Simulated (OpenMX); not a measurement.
## SnSe2 under changes of volume

One of the cells (25.726 Å³/atom); the others are scaled copies at fixed shape and fractional positions:

```
Sn Se
1.0
     3.81100    0.00000    0.00000
    -1.90550    3.30042    0.00000
     0.00000    0.00000    6.13600
Sn Se
1 2
Direct
  0.00000 0.00000 0.00000
  0.66667 0.33333 0.75100
  0.33333 0.66667 0.24900
```

| Property | Result |
| --- | --- |
| Program | OpenMX 3.8.5 |
| Functional | LDA |
| Potentials or basis | OpenMX 2013 LDA set, Sn7.0-s3p2d2, Se7.0-s3p2d2, fixed grid of 45 × 45 × 84 points |
| k mesh | 9 × 9 × 5 |
| Occupations | fermi-dirac, width 0.05 eV |
| Spin | no spin polarisation |

```tsv
volume (Å³/atom)	energy over the lowest point (meV/atom)	gap on the mesh (eV)	largest force (eV/Å)
24.182	50.28	0.64	1.484
24.697	29.00	0.62	1.231
25.212	13.96	0.60	0.995
25.726	4.51	0.57	0.778
26.241	0.00	0.55	0.578
26.755	?	?	?
27.270	4.06	0.50	0.218
```

What does the run at 26.755 Å³/atom give?

Energy over the lowest point 0.01 meV/atom; gap on the mesh 0.53 eV; largest force 0.391 eV/Å.

Worked out: A Birch-Murnaghan fit of order 3 (a polynomial in V^(-2/3)) to the other rows has its minimum at 26.49 Å³/atom with B0 = V·E''(V) = 68 GPa and B' = 4.5 at fixed shape and positions, which overstates the stiffness. It gives 0.02 meV/atom at 26.755 Å³/atom, against the run's 0.01. A straight line through the other rows of the gap, of slope -1.18 eV per unit of ln V, gives 0.53 eV, against the run's 0.53.

Energies are extrapolated to zero smearing.

Caveats: the basis has few d functions beyond the semicore shells, which can make volumes several per cent too large; spin-orbit coupling is left out, which moves the levels of the heavy elements; an odd mesh through Γ misses points on the zone boundary, where band edges often lie; the basis of atomic orbitals isn't converged, which shifts pressures, moduli and gaps; forces of over 1 eV/Å show positions far from the minimum, so gaps and moduli don't describe the material at rest (some runs).
